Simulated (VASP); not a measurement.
# LuH2 in VASP: single point with PBEsol

Aim: the single point of LuH2 with PBEsol.

All numbers are computed with VASP 6.6.1; they aren't measurements. Logs are shortened: lines on timing, memory, paths and dates and some standing lists are left out, and cuts for length are marked.

## Step 1: The structure

The cell holds a slab with vacuum, 12 atoms: a = 3.559 Å, b = 3.559 Å, c = 22.897 Å, α = 90.00°, β = 90.00°, γ = 60.00°.

## Step 2: Single point, PBEsol

The input, INCAR:

```
PREC = Accurate
ENCUT = 520
EDIFF = 1E-6
ISMEAR = -1
SIGMA = 0.05
LREAL = F
LASPH = T
NELM = 100
ALGO = Normal
ISIF = 2
LWAVE = F
LCHARG = F
LDIPOL = T
IDIPOL = 3
DIPOL = 0.5 0.5 0.495
GGA = PS
NBANDS = 66
```

The input, KPOINTS:

```
regular mesh
0
Gamma
  6 6 1
```

The input, POSCAR:

```
LuH2
1.0
    3.5588684297      0.0000000000      0.0000000000
    1.7794342149      3.0820704689      0.0000000000
    0.0000000000      0.0000000000     22.8967646431
Lu H
4 8
Direct
    0.0000000000      0.0000000000      0.2620457560
    0.6666666667      0.6666666667      0.3889546861
    0.3333333333      0.3333333333      0.5158636163
    0.0000000000      0.0000000000      0.6427725464
    0.0000000000      1.0000000000      0.3572274536
    0.6666666667      0.6666666667      0.2937729885
    0.6666666667      0.6666666667      0.4841363837
    0.3333333333      0.3333333333      0.4206819187
    0.3333333333      0.3333333333      0.6110453139
    0.0000000000      1.0000000000      0.5475908488
    0.0000000000      1.0000000000      0.7379542440
    0.6666666667      0.6666666667      0.6744997790
```

Potentials or basis: VASP PAW PBE potentials, release 64 (Lu, H).

The run is started by

```sh
$ cat potpaw_PBE.64/Lu/POTCAR potpaw_PBE.64/H/POTCAR > POTCAR
$ mpirun -np 1 vasp_std > vasp.out
```

OUTCAR:

```text
PREC = Accurate
   ENCUT = 520
   EDIFF = 1E-6
   ISMEAR = -1
   LREAL = F
   LASPH = T
   NELM = 100
   ISIF = 2
   GGA = PS

 ion  position               nearest neighbor table
   1  0.000  0.000  0.262-   6 2.18   5 2.18   6 2.18   6 2.18   2 3.56   2 3.56   2 3.56
   2  0.667  0.667  0.389-   5 2.18   6 2.18   7 2.18   5 2.18   5 2.18   8 2.18   8 2.18   8 2.18
                             1 3.56   1 3.56   1 3.56   3 3.56   3 3.56   3 3.56
   3  0.333  0.333  0.516-  10 2.18   9 2.18   8 2.18  10 2.18  10 2.18   7 2.18   7 2.18   7 2.18
                             4 3.56   4 3.56   4 3.56   2 3.56   2 3.56   2 3.56
   4  0.000  0.000  0.643-   9 2.18  11 2.18  10 2.18   9 2.18   9 2.18  12 2.18  12 2.18  12 2.18
                             3 3.56   3 3.56   3 3.56
   5  0.000  0.000  0.357-   2 2.18   1 2.18   2 2.18   2 2.18
   6  0.667  0.667  0.294-   1 2.18   2 2.18   1 2.18   1 2.18
   7  0.667  0.667  0.484-   2 2.18   3 2.18   3 2.18   3 2.18
   8  0.333  0.333  0.421-   3 2.18   2 2.18   2 2.18   2 2.18
   9  0.333  0.333  0.611-   4 2.18   3 2.18   4 2.18   4 2.18
  10  0.000  0.000  0.548-   3 2.18   4 2.18   3 2.18   3 2.18
  11  0.000  0.000  0.738-   4 2.18
  12  0.667  0.667  0.674-   4 2.18   4 2.18   4 2.18

  LATTYP: Found a hexagonal cell.
 ALAT       =     3.5588684298
 C/A-ratio  =     6.4337204634

  Lattice vectors:

 A1 = (  -1.7794342149,  -3.0820704689,   0.0000000000)
 A2 = (   3.5588684297,   0.0000000000,   0.0000000000)
 A3 = (   0.0000000000,   0.0000000000,  22.8967646431)

Analysis of symmetry for initial positions (statically):
=====================================================================
 Subroutine PRICEL returns:
 Original cell was already a primitive cell.

 Routine SETGRP: Setting up the symmetry group for a
 hexagonal supercell.

 Subroutine GETGRP returns: Found  6 space group operations
 (whereof  6 operations were pure point group operations)
 out of a pool of 24 trial point group operations.

The static configuration has the point symmetry C_3v.

Analysis of symmetry for dynamics (positions and initial velocities):
=====================================================================
 Subroutine PRICEL returns:
 Original cell was already a primitive cell.

 Routine SETGRP: Setting up the symmetry group for a
 hexagonal supercell.

 Subroutine GETGRP returns: Found  6 space group operations
 (whereof  6 operations were pure point group operations)
 out of a pool of 24 trial point group operations.

The dynamic configuration has the point symmetry C_3v.

 Subroutine INISYM returns: Found  6 space group operations
 (whereof  6 operations are pure point group operations),
 and found     1 'primitive' translations

----------------------------------------------------------------------------------------

                                     Primitive cell

  volume of cell :     251.1474

  direct lattice vectors                    reciprocal lattice vectors
     3.558868430  0.000000000  0.000000000     0.280988190 -0.162228607  0.000000000
     1.779434215  3.082070469  0.000000000     0.000000000  0.324457215  0.000000000
     0.000000000  0.000000000 22.896764643     0.000000000  0.000000000  0.043674293

  length of vectors
     3.558868430  3.558868430 22.896764643     0.324457215  0.324457215  0.043674293

  position of ions in fractional coordinates (direct lattice)
     0.000000000  0.000000000  0.262045756
     0.666666667  0.666666667  0.388954686
     0.333333333  0.333333333  0.515863616
     0.000000000  0.000000000  0.642772546
     0.000000000  0.000000000  0.357227454
     0.666666667  0.666666667  0.293772989
     0.666666667  0.666666667  0.484136384
     0.333333333  0.333333333  0.420681919
     0.333333333  0.333333333  0.611045314
     0.000000000  0.000000000  0.547590849
     0.000000000  0.000000000  0.737954244
     0.666666667  0.666666667  0.674499779

  ion indices of the primitive-cell ions
   primitive index   ion index
                 1           1
                 2           2
                 3           3
                 4           4
                 5           5
                 6           6
                 7           7
                 8           8
                 9           9
                10          10
                11          11
                12          12

----------------------------------------------------------------------------------------

 KPOINTS: regular mesh

Automatic generation of k-mesh.
 Grid dimensions read from file:
 generate k-points for:    6    6    1

 Generating k-lattice:

  Cartesian coordinates                     Fractional coordinates (reciprocal lattice)
     0.046831365 -0.027038101  0.000000000     0.166666667 -0.000000000  0.000000000
     0.000000000  0.054076202  0.000000000     0.000000000  0.166666667  0.000000000
     0.000000000  0.000000000  0.043674293     0.000000000  0.000000000  1.000000000

  Length of vectors
     0.054076202  0.054076202  0.043674293

  Shift w.r.t. Gamma in fractional coordinates (k-lattice)
     0.000000000  0.000000000  0.000000000

 Subroutine IBZKPT returns following result:
 ===========================================

 Found      7 irreducible k-points:

 Following reciprocal coordinates:
            Coordinates               Weight
  0.000000  0.000000  0.000000      1.000000
  0.166667  0.000000  0.000000      6.000000
  0.333333  0.000000  0.000000      6.000000
  0.500000  0.000000  0.000000      3.000000
  0.333333  0.166667  0.000000      6.000000
  0.500000  0.166667  0.000000     12.000000
 -0.333333  0.333333  0.000000      2.000000
   k-points           NKPTS =      7   k-points in BZ     NKDIM =      7   number of bands    NBANDS=     66
   number of dos      NEDOS =    301   number of ions     NIONS =     12
   total plane-waves  NPLWV = 141120
   dimension x,y,z NGX =    28 NGY =   28 NGZ =  180
   dimension x,y,z NGXF=    56 NGYF=   56 NGZF=  360
   ions per type =               4   8
   NGX,Y,Z   is equivalent  to a cutoff of  13.08, 13.08, 13.07 a.u.
   NGXF,Y,Z  is equivalent  to a cutoff of  26.16, 26.16, 26.14 a.u.
 SYSTEM =  unknown system
   PREC   = accura    normal or accurate (medium, high low for compatibility)
   ISTART =      0    job   : 0-new  1-cont  2-samecut
   ICHARG =      2    charge: 1-file 2-atom 10-const
   ISPIN  =      1    spin polarized calculation?
   LNONCOLLINEAR =      F non collinear calculations
   LSORBIT =      F    spin-orbit coupling
   LASPH  =      T    aspherical Exc in radial PAW
   ENCUT  =  520.0 eV  38.22 Ry    6.18 a.u.   6.62  6.62 42.57*2*pi/ulx,y,z
   NELM   =    100;   NELMIN=  2; NELMDL= -5     # of ELM steps
   EDIFF  = 0.1E-05   stopping-criterion for ELM
   LREAL  =      F    real-space projection
   EDIFFG = 0.1E-04   stopping-criterion for IOM
   NSW    =      0    number of steps for IOM
   IBRION =     -1    ionic relax: 0-MD 1-quasi-New 2-CG
   NFREE  =      0    steps in history (QN), initial steepest desc. (CG)
   ISIF   =      2    stress and relaxation
   ISYM   =      2    0-nonsym 1-usesym 2-fastsym
   POTIM  = 0.5000    time-step for ionic-motion
   TEBEG  =    0.0;   TEEND  =   0.0 temperature during run
   PSTRESS=    0.0 pullay stress
   NELECT =     108.0000    total number of electrons
   NUPDOWN=      -1.0000    fix difference up-down
   EMIN   =  10.00;   EMAX   =-10.00  energy-range for DOS
   EFERMI =   0.00;   METHOD = LEGACY
   ISMEAR =    -1;   SIGMA  =   0.05  broadening in eV -4-tet -1-fermi 0-gaus
   EFERMI_NEDOS =   21; number of points for ismear=-14 and -15
   IALGO  =     38    algorithm
   IMIX   =      4    mixing-type and parameters
     AMIX     =   0.40;   BMIX     =  1.00
     AMIX_MAG =   1.60;   BMIX_MAG =  1.00
  volume/ion in A,a.u.               =      20.93       141.24
  Fermi-wavevector in a.u.,A,eV,Ry     =   1.235681  2.335099 20.774855  1.526909
  Thomas-Fermi vector in A             =   2.370321
   LORBIT       =      0    0 simple, 1 ext, 2 COOP (PROOUT), +10 PAW based schemes
   GGA     = PS    functional components
   LHFCALC =     F    Hartree Fock is set to
   AEXX    =    0.0000 exact exchange contribution
   IVDW    =     0    specifies the selected vdW correction
   LEPSILON=     F    determine dielectric tensor
   LRPA    =     F    only Hartree local field effects (RPA)
 non-spin polarized calculation
  energy-cutoff  :      520.00
  volume of cell :      251.15
 maximum number of plane-waves:      6829
 NGX is ok and might be reduce to    28
   NGX = 13   NGY = 13   NGZ = 85

 dipolmoment           0.000000      0.000000     -0.148742 electrons x Angstroem

 number of electron     108.0000008 magnetization

 dipolmoment           0.000000      0.000000      0.193085 electrons x Angstroem

 Free energy of the ion-electron system (eV)
  ---------------------------------------------------
  ext. energy  EPLUGINS =         0.00000000
  ---------------------------------------------------
  free energy    TOTEN  =       -50.54985831 eV

  energy without entropy =      -50.49947631  energy(sigma->0) =      -50.52466731

 E-fermi :  -1.4964     XC(G=0):  -6.6040

 val. band max:       -1.5314882346   @ k =  -0.3333   0.3333   0.0000
 cond. band min:      -1.4653696728   @ k =   0.5000   0.1667   0.0000
 fundamental gap:      0.0661185618
 Fermi energy:        -1.4964388638

 k-point     1 :       0.0000    0.0000    0.0000
  band No.  band energies     occupation
      1     -58.3375      2.00000
      2     -57.8745      2.00000
      3     -57.6965      2.00000
      4     -57.2067      2.00000
      5     -29.1108      2.00000
      6     -28.8174      2.00000
[... 472 lines left out ...]
     65       2.7671      0.00000
     66       3.3153      0.00000

------------------------ aborting loop because EDIFF is reached ----------------------------------------

 vacuum level on the upper side and lower side of the slab       (xc-potential included)         1.244        -1.977

  FORCE on cell =-STRESS in cart. coord.  units (eV):
  Direction    XX          YY          ZZ          XY          YZ          ZX
  --------------------------------------------------------------------------------------
  -------------------------------------------------------------------------------------
  Total       -2.4027135     -2.4027135     -3.8644480     -0.0000000     -0.0000000      0.0000000
  in kB      -15.3279455    -15.3279455    -24.6529807     -0.0000000     -0.0000000      0.0000000
  external PRESSURE =     -18.4362906 kB  Pullay stress =       0.0000000 kB

 VOLUME and BASIS-vectors are now :
 -----------------------------------------------------------------------------
  energy-cutoff  :      520.00
  volume of cell :      251.15
      direct lattice vectors                 reciprocal lattice vectors
     3.558868430  0.000000000  0.000000000     0.280988190 -0.162228607  0.000000000
     1.779434215  3.082070469  0.000000000     0.000000000  0.324457215  0.000000000
     0.000000000  0.000000000 22.896764643     0.000000000  0.000000000  0.043674293

 POSITION                                       TOTAL-FORCE (eV/Angst)
 -----------------------------------------------------------------------------------
      0.00000      0.00000      6.00000         0.000000      0.000000      0.278764
      3.55887      2.05471      8.90580        -0.000000     -0.000000     -0.141094
      1.77943      1.02736     11.81161        -0.000000      0.000000      0.016348
      0.00000      0.00000     14.71741         0.000000      0.000000      1.613358
      0.00000      0.00000      8.17935         0.000000      0.000000     -0.139911
      3.55887      2.05471      6.72645         0.000000      0.000000      0.207044
      3.55887      2.05471     11.08516         0.000000      0.000000     -0.040335
      1.77943      1.02736      9.63225         0.000000      0.000000      0.001128
      1.77943      1.02736     13.99096         0.000000      0.000000     -0.240839
      0.00000      0.00000     12.53806         0.000000      0.000000     -0.089405
      0.00000      0.00000     16.89676         0.000000      0.000000     -0.916865
      3.55887      2.05471     15.44386         0.000000      0.000000     -0.548193
 -----------------------------------------------------------------------------------
    total drift:                                0.000000      0.000000      0.002321

  FREE ENERGIE OF THE ION-ELECTRON SYSTEM (eV)
  ---------------------------------------------------
  free  energy   TOTEN  =       -50.5498583092 eV

  energy  without entropy=      -50.4994763086  energy(sigma->0) =      -50.52466731

 vacuum level on the upper side and lower side of the slab         5.477         2.180
```

Wall time 5.2 min (1 thread of Intel Xeon Platinum 8488C (Sapphire Rapids), shared host); peak memory 0.4 GiB.

What came out:

| Property | Result |
| --- | --- |
| Free energy | -50.5499 eV |
| Largest force | 1.613 eV/Å |
| Band gap on the k mesh | none (metal or under the smearing width) |

Forces in eV/Å, atoms in the order of the input:
```
Lu   0.000  0.000  0.279
Lu   0.000  0.000 -0.141
Lu   0.000  0.000  0.016
Lu   0.000  0.000  1.613
H    0.000  0.000 -0.140
H    0.000  0.000  0.207
H    0.000  0.000 -0.040
H    0.000  0.000  0.001
H    0.000  0.000 -0.241
H    0.000  0.000 -0.089
H    0.000  0.000 -0.917
H    0.000  0.000 -0.548
```

Caveat: the PAW data sets were made with another functional, which shifts forces and pressure a little. The run has no spin-orbit coupling, so splittings on Lu are missing.
